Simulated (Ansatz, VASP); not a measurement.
## One calculation of AlCu, two programs

```
CELL_PARAMETERS angstrom
2.97653 0.00000 0.00000
0.00000 2.97653 0.00000
0.00000 0.00000 2.97653
ATOMIC_POSITIONS crystal
Al 0.00000 0.00000 0.00000
Cu 0.50000 0.50000 0.50000
```

Alike in both runs: functional r2SCAN; k mesh 7 × 7 × 7; no spin polarisation.

Ansatz relaxed the structure, and its values are those at the end. VASP's run is a single point on that final structure, the one shown.

|  | VASP | Ansatz |
| --- | --- | --- |
| version | VASP 6.6.1 | Ansatz 0.2.0 |
| potentials or method | VASP PAW PBE potentials, release 64 (Al, Cu) | plane waves, PAW |
| plane-wave cutoff (eV) | 520 | 600 |
| occupations | fermi-dirac, width 0.1 eV | fermi-dirac |
| valence electrons in the cell | 14 | 22 |

```csv
,VASP,Ansatz,Ansatz less VASP
pressure (GPa),-2.0,-2.0,+0.02
```

The two sets of potentials don't hold the same shells in valence.

Caveats: the PAW data sets were made with another functional, which shifts forces and pressure a little (VASP).
